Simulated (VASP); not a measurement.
GaP:

```
CELL_PARAMETERS angstrom
0.00000 2.72525 2.72525
2.72525 0.00000 2.72525
2.72525 2.72525 0.00000
ATOMIC_POSITIONS crystal
Ga 0.00000 0.00000 0.00000
P 0.25000 0.25000 0.25000
```

```yaml
Program: VASP 6.6.1
Task: relaxation of cell and atoms
Functional: LDA
Potentials_or_basis: VASP PAW LDA potentials, release 64 (Ga_d, P)
Cutoff: 600 eV
k_mesh: 8 × 8 × 8
Occupations: gaussian, width 0.03 eV
Spin: no spin polarisation
```

At the start: pressure -2.7 GPa; volume 20.24 Å³/atom.

Where does the relaxation end?

Over 3 steps the energy falls by 5.4 meV/atom and the volume is 19.61 Å³/atom (-3.1 %); space group F-43m (No. 216, to 0.05 Å).

Step by step:
| step | energy change (eV) | largest force (eV/Å) | pressure (GPa) | volume (Å³) |
| --- | --- | --- | --- | --- |
| 1 | 0.0000 | 0.0000 | -2.68 | 40.48 |
| 2 | -0.0073 | 0.0000 | 1.68 | 38.53 |
| 3 | -0.0108 | 0.0000 | -0.07 | 39.22 |

Final structure:
```xyz
2
Lattice="0.0000 2.6967 2.6967 2.6967 0.0000 2.6967 2.6967 2.6967 0.0000" Properties=species:S:1:pos:R:3 pbc="T T T"
Ga    0.0000    0.0000    0.0000
P     1.3483    1.3483    1.3483
```
